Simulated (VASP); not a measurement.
# CaO (P6_3/mmc) in VASP: further runs

Aim: see how the results for CaO move with the level of theory and the settings. Levels: PBEsol, BLYP. Tasks: single point.

Everything below comes from runs of VASP 6.6.1. Logs are shortened: lines on timing, memory, paths and dates and some standing lists are left out, and cuts for length are marked.

**1. The structure**

It takes space group P6_3/mmc (No. 194, hexagonal). Conventional cell: a = 3.992 Å, b = 3.992 Å, c = 4.785 Å, α = 90.00°, β = 90.00°, γ = 120.00°. Around Ca (site symmetry -6m2) lie 5 O at 2.30 to 2.39 Å. O (site symmetry -6m2) has 5 Ca at 2.30 to 2.39 Å as nearest neighbours.

The cell comes from a database or a generator and needn't be the stable form of this composition.

**2. Single point, PBEsol**

Input file INCAR:

```
  PREC = Accurate
  ENCUT = 520
  EDIFF = 1E-7
  ISMEAR = 0
  SIGMA = 0.01
  LREAL = F
  LASPH = T
  NELM = 100
  ALGO = Normal
  ISIF = 2
  LWAVE = F
  LCHARG = F
  GGA = PS
  NBANDS = 24
```

Input file KPOINTS:

```
regular mesh
0
Gamma
  4 4 3
```

Input file POSCAR:

```
CaO
1.0
    3.9919758200      0.0000000000      0.0000000000
   -1.9959879100      3.4571524800      0.0000000000
    0.0000000000      0.0000000000      4.7848400100
Ca O
2 2
Direct
    0.3333333298      0.6666666696      0.7500000005
    0.6666666702      0.3333333304      0.2499999995
    0.3333333298      0.6666666696      0.2499999995
    0.6666666702      0.3333333304      0.7500000005
```

Potentials or basis: VASP PAW PBE potentials, release 64 (Ca_sv, O).

Run with:

```sh
> cat potpaw_PBE.64/Ca_sv/POTCAR potpaw_PBE.64/O/POTCAR > POTCAR
> mpirun -np 1 vasp_std > vasp.out
```

OUTCAR:

```text
PREC = Accurate
   ENCUT = 520
   EDIFF = 1E-7
   ISMEAR = 0
   LREAL = F
   LASPH = T
   NELM = 100
   ISIF = 2
   GGA = PS

 ion  position               nearest neighbor table
   1  0.333  0.667  0.750-   4 2.30   4 2.30   4 2.30   3 2.39   3 2.39
   2  0.667  0.333  0.250-   3 2.30   3 2.30   3 2.30   4 2.39   4 2.39
   3  0.333  0.667  0.250-   2 2.30   2 2.30   2 2.30   1 2.39   1 2.39
   4  0.667  0.333  0.750-   1 2.30   1 2.30   1 2.30   2 2.39   2 2.39

  LATTYP: Found a hexagonal cell.
 ALAT       =     3.9919758200
 C/A-ratio  =     1.1986144771

  Lattice vectors:

 A1 = (   3.9919758200,   0.0000000000,   0.0000000000)
 A2 = (  -1.9959879100,   3.4571524800,   0.0000000000)
 A3 = (   0.0000000000,   0.0000000000,   4.7848400100)

Analysis of symmetry for initial positions (statically):
=====================================================================
 Subroutine PRICEL returns:
 Original cell was already a primitive cell.

 Routine SETGRP: Setting up the symmetry group for a
 hexagonal supercell.

 Subroutine GETGRP returns: Found 24 space group operations
 (whereof 12 operations were pure point group operations)
 out of a pool of 24 trial point group operations.

The static configuration has the point symmetry D_3d.
 The point group associated with its full space group is D_6h.

Analysis of symmetry for dynamics (positions and initial velocities):
=====================================================================
 Subroutine PRICEL returns:
 Original cell was already a primitive cell.

 Routine SETGRP: Setting up the symmetry group for a
 hexagonal supercell.

 Subroutine GETGRP returns: Found 24 space group operations
 (whereof 12 operations were pure point group operations)
 out of a pool of 24 trial point group operations.

The dynamic configuration has the point symmetry D_3d.
 The point group associated with its full space group is D_6h.

 Subroutine INISYM returns: Found 24 space group operations
 (whereof 12 operations are pure point group operations),
 and found     1 'primitive' translations

----------------------------------------------------------------------------------------

                                     Primitive cell

  volume of cell :      66.0350

  direct lattice vectors                    reciprocal lattice vectors
     3.991975820  0.000000000  0.000000000     0.250502519  0.144627697  0.000000000
    -1.995987910  3.457152480  0.000000000     0.000000000  0.289255393  0.000000000
     0.000000000  0.000000000  4.784840010     0.000000000  0.000000000  0.208993404

  length of vectors
     3.991975820  3.991975827  4.784840010     0.289255394  0.289255393  0.208993404

  position of ions in fractional coordinates (direct lattice)
     0.333333330  0.666666670  0.750000001
     0.666666670  0.333333330  0.249999999
     0.333333330  0.666666670  0.249999999
     0.666666670  0.333333330  0.750000001

  ion indices of the primitive-cell ions
   primitive index   ion index
                 1           1
                 2           2
                 3           3
                 4           4

----------------------------------------------------------------------------------------

 KPOINTS: regular mesh

Automatic generation of k-mesh.
 Grid dimensions read from file:
 generate k-points for:    4    4    3

 Generating k-lattice:

  Cartesian coordinates                     Fractional coordinates (reciprocal lattice)
     0.062625630  0.036156924  0.000000000     0.250000000  0.000000000  0.000000000
     0.000000000  0.072313848  0.000000000     0.000000000  0.250000000  0.000000000
     0.000000000  0.000000000  0.069664468     0.000000000  0.000000000  0.333333333

  Length of vectors
     0.072313848  0.072313848  0.069664468

  Shift w.r.t. Gamma in fractional coordinates (k-lattice)
     0.000000000  0.000000000  0.000000000

 Subroutine IBZKPT returns following result:
 ===========================================

 Found      8 irreducible k-points:

 Following reciprocal coordinates:
            Coordinates               Weight
  0.000000  0.000000  0.000000      1.000000
  0.250000 -0.000000  0.000000      6.000000
  0.500000 -0.000000  0.000000      3.000000
  0.250000  0.250000  0.000000      6.000000
  0.000000  0.000000  0.333333      2.000000
  0.250000 -0.000000  0.333333     12.000000
  0.500000 -0.000000  0.333333      6.000000
  0.250000  0.250000  0.333333     12.000000
   k-points           NKPTS =      8   k-points in BZ     NKDIM =      8   number of bands    NBANDS=     24
   number of dos      NEDOS =    301   number of ions     NIONS =      4
   total plane-waves  NPLWV =  32400
   dimension x,y,z NGX =    30 NGY =   30 NGZ =   36
   dimension x,y,z NGXF=    60 NGYF=   60 NGZF=   72
   ions per type =               2   2
   NGX,Y,Z   is equivalent  to a cutoff of  12.49, 12.49, 12.51 a.u.
   NGXF,Y,Z  is equivalent  to a cutoff of  24.99, 24.99, 25.02 a.u.
 SYSTEM =  unknown system
   PREC   = accura    normal or accurate (medium, high low for compatibility)
   ISTART =      0    job   : 0-new  1-cont  2-samecut
   ICHARG =      2    charge: 1-file 2-atom 10-const
   ISPIN  =      1    spin polarized calculation?
   LNONCOLLINEAR =      F non collinear calculations
   LSORBIT =      F    spin-orbit coupling
   LASPH  =      T    aspherical Exc in radial PAW
   ENCUT  =  520.0 eV  38.22 Ry    6.18 a.u.   7.42  7.42  8.90*2*pi/ulx,y,z
   NELM   =    100;   NELMIN=  2; NELMDL= -5     # of ELM steps
   EDIFF  = 0.1E-06   stopping-criterion for ELM
   LREAL  =      F    real-space projection
   EDIFFG = 0.1E-05   stopping-criterion for IOM
   NSW    =      0    number of steps for IOM
   IBRION =     -1    ionic relax: 0-MD 1-quasi-New 2-CG
   NFREE  =      0    steps in history (QN), initial steepest desc. (CG)
   ISIF   =      2    stress and relaxation
   ISYM   =      2    0-nonsym 1-usesym 2-fastsym
   POTIM  = 0.5000    time-step for ionic-motion
   TEBEG  =    0.0;   TEEND  =   0.0 temperature during run
   PSTRESS=    0.0 pullay stress
   NELECT =      32.0000    total number of electrons
   NUPDOWN=      -1.0000    fix difference up-down
   EMIN   =  10.00;   EMAX   =-10.00  energy-range for DOS
   EFERMI =   0.00;   METHOD = LEGACY
   ISMEAR =     0;   SIGMA  =   0.01  broadening in eV -4-tet -1-fermi 0-gaus
   EFERMI_NEDOS =   21; number of points for ismear=-14 and -15
   IALGO  =     38    algorithm
   IMIX   =      4    mixing-type and parameters
     AMIX     =   0.40;   BMIX     =  1.00
     AMIX_MAG =   1.60;   BMIX_MAG =  1.00
  volume/ion in A,a.u.               =      16.51       111.41
  Fermi-wavevector in a.u.,A,eV,Ry     =   1.285879  2.429960 22.497037  1.653486
  Thomas-Fermi vector in A             =   2.417987
   LORBIT       =      0    0 simple, 1 ext, 2 COOP (PROOUT), +10 PAW based schemes
   GGA     = PS    functional components
   LHFCALC =     F    Hartree Fock is set to
   AEXX    =    0.0000 exact exchange contribution
   IVDW    =     0    specifies the selected vdW correction
   LEPSILON=     F    determine dielectric tensor
   LRPA    =     F    only Hartree local field effects (RPA)
 non-spin polarized calculation
 Gauss-broadening in eV      SIGMA  =   0.01
  energy-cutoff  :      520.00
  volume of cell :       66.03
 maximum number of plane-waves:      1811
 NGX is ok and might be reduce to    30
   NGX = 15   NGY = 15   NGZ = 17

 number of electron      31.9999992 magnetization

 Free energy of the ion-electron system (eV)
  ---------------------------------------------------
  ext. energy  EPLUGINS =         0.00000000
  ---------------------------------------------------
  free energy    TOTEN  =       -26.45148603 eV

  energy without entropy =      -26.45148603  energy(sigma->0) =      -26.45148603

 E-fermi :   1.3160     XC(G=0):  -9.6422

 val. band max:        1.1966895137   @ k =   0.0000   0.0000   0.0000
 cond. band min:       4.2267467956   @ k =   0.0000   0.0000   0.0000
 fundamental gap:      3.0300572819
 Fermi energy:         1.3160303537

 k-point     1 :       0.0000    0.0000    0.0000
  band No.  band energies     occupation
      1     -36.2243      2.00000
      2     -36.0889      2.00000
      3     -17.6592      2.00000
      4     -17.4080      2.00000
      5     -17.4080      2.00000
      6     -17.2054      2.00000
[... 16 lines left out ...]
     23       9.6295      0.00000
     24       9.7456      0.00000

 k-point     2 :       0.2500   -0.0000    0.0000
  band No.  band energies     occupation
      1     -36.2004      2.00000
      2     -36.0995      2.00000
      3     -17.6313      2.00000
      4     -17.5780      2.00000
      5     -17.4712      2.00000
      6     -17.4529      2.00000
[... 16 lines left out ...]
     23       9.3536      0.00000
     24       9.5758      0.00000

 k-point     3 :       0.5000   -0.0000    0.0000
  band No.  band energies     occupation
      1     -36.1657      2.00000
      2     -36.1208      2.00000
      3     -17.8321      2.00000
      4     -17.6895      2.00000
      5     -17.4936      2.00000
      6     -17.4496      2.00000
[... 16 lines left out ...]
     23       9.6466      0.00000
     24       9.7343      0.00000

 k-point     4 :       0.2500    0.2500    0.0000
  band No.  band energies     occupation
      1     -36.1658      2.00000
      2     -36.1207      2.00000
      3     -17.7666      2.00000
      4     -17.7049      2.00000
      5     -17.5335      2.00000
      6     -17.4503      2.00000
[... 16 lines left out ...]
     23       9.4479      0.00000
     24       9.8202      0.00000

 k-point     5 :       0.0000    0.0000    0.3333
  band No.  band energies     occupation
      1     -36.1900      2.00000
      2     -36.1223      2.00000
      3     -17.6717      2.00000
      4     -17.4016      2.00000
      5     -17.3568      2.00000
      6     -17.3568      2.00000
[... 16 lines left out ...]
     23       9.9744      0.00000
     24       9.9744      0.00000

 k-point     6 :       0.2500   -0.0000    0.3333
  band No.  band energies     occupation
      1     -36.1745      2.00000
      2     -36.1241      2.00000
      3     -17.8887      2.00000
      4     -17.7639      2.00000
      5     -17.3903      2.00000
      6     -17.2838      2.00000
[... 16 lines left out ...]
     23       9.6168      0.00000
     24       9.7696      0.00000

 k-point     7 :       0.5000   -0.0000    0.3333
  band No.  band energies     occupation
      1     -36.1536      2.00000
      2     -36.1312      2.00000
      3     -18.0663      2.00000
      4     -17.9958      2.00000
      5     -17.4215      2.00000
      6     -17.2762      2.00000
[... 16 lines left out ...]
     23       9.7646      0.00000
     24       9.8412      0.00000

 k-point     8 :       0.2500    0.2500    0.3333
  band No.  band energies     occupation
      1     -36.1537      2.00000
      2     -36.1311      2.00000
      3     -18.0383      2.00000
      4     -17.9891      2.00000
      5     -17.4637      2.00000
      6     -17.3041      2.00000
[... 16 lines left out ...]
     23       9.6507      0.00000
     24       9.7731      0.00000

------------------------ aborting loop because EDIFF is reached ----------------------------------------

  FORCE on cell =-STRESS in cart. coord.  units (eV):
  Direction    XX          YY          ZZ          XY          YZ          ZX
  --------------------------------------------------------------------------------------
  -------------------------------------------------------------------------------------
  Total       -0.7426998     -0.7426998     -0.8012828      0.0000000      0.0000000      0.0000000
  in kB      -18.0198020    -18.0198021    -19.4411756      0.0000000      0.0000000      0.0000000
  external PRESSURE =     -18.4935932 kB  Pullay stress =       0.0000000 kB

 VOLUME and BASIS-vectors are now :
 -----------------------------------------------------------------------------
  energy-cutoff  :      520.00
  volume of cell :       66.03
      direct lattice vectors                 reciprocal lattice vectors
     3.991975820  0.000000000  0.000000000     0.250502519  0.144627697  0.000000000
    -1.995987910  3.457152480  0.000000000     0.000000000  0.289255393  0.000000000
     0.000000000  0.000000000  4.784840010     0.000000000  0.000000000  0.208993404

 POSITION                                       TOTAL-FORCE (eV/Angst)
 -----------------------------------------------------------------------------------
     -0.00000      2.30477      3.58863         0.000000      0.000000     -0.000000
      1.99599      1.15238      1.19621        -0.000000     -0.000000     -0.000000
     -0.00000      2.30477      1.19621        -0.000000     -0.000000      0.000000
      1.99599      1.15238      3.58863         0.000000     -0.000000     -0.000000
 -----------------------------------------------------------------------------------
    total drift:                                0.000017     -0.000009     -0.000006

  FREE ENERGIE OF THE ION-ELECTRON SYSTEM (eV)
  ---------------------------------------------------
  free  energy   TOTEN  =       -26.4514860292 eV

  energy  without entropy=      -26.4514860292  energy(sigma->0) =      -26.45148603
```

It took 16 s on 1 thread of Intel Xeon Platinum 8488C (Sapphire Rapids), shared host; peak memory 0.18 GiB.

What came out:

| Property | Result |
| --- | --- |
| Free energy | -26.4515 eV |
| Pressure | -1.8 GPa |
| Band gap on the k mesh | 3.03 eV, direct |

Levels at points of the mesh, in eV from the valence-band top:
```csv
k point,band 12,band 13,band 14,band 15,band 16,band 17,band 18,band 19,band 20,band 21
"(0.00, 0.00, 0.00)",-1.21,-1.16,-1.16,-1.11,0.00,3.03,6.09,6.09,7.68,7.71
"(0.50, 0.00, 0.00)",-1.08,-0.86,-0.85,-0.61,-0.39,4.59,5.18,5.18,7.60,7.71
```

Caveat: the k mesh is coarse (spacing up to 0.45 Å⁻¹), so the values aren't converged; the PAW data sets were made with another functional, which shifts forces and pressure a little. As with any semilocal functional, this PBEsol gap is likely too small.

[end of part 1 of 2]
